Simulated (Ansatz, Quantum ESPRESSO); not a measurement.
# HfN: the pressure in 2 programs

The cell as given:

The structure is cubic, space group Fm-3m (No. 225). The conventional cell has a = 4.512 Å, b = 4.512 Å, c = 4.512 Å, α = 90.00°, β = 90.00°, γ = 90.00°. Hf (site symmetry m-3m) is surrounded by 6 N at 2.26 Å. Around N (site symmetry m-3m) lie 6 Hf at 2.26 Å.

Kept alike: task relaxation of cell and atoms; functional PBEsol; k mesh 10 × 10 × 10; occupations fermi-dirac, width 0.05 eV; no spin polarisation. The mesh is that of the run's cell of 2 atoms. No spin-orbit coupling.

- A: Ansatz, all-electron LAPW, scalar-relativistic
- B: Quantum ESPRESSO, GBRV 1.5 PBEsol, cutoff 707 eV

```csv
pressure (GPa),A: volume (Å³/atom),B: volume (Å³/atom)
0,11.406,11.374
5,?,11.186
10,11.038,11.014
20,10.722,10.705
30,10.448,10.436
```

Values hold for each row's relaxed cell, which stops near the pressure aimed at. The runs follow the start's structure, whether or not it is the stable one at these pressures.

Question: Estimate the value left open.

Answer: In the median of the other rows A lies +0.021 Å³/atom from the other column, which points to 11.207; the run gave 11.214 Å³/atom, +0.007 from it.
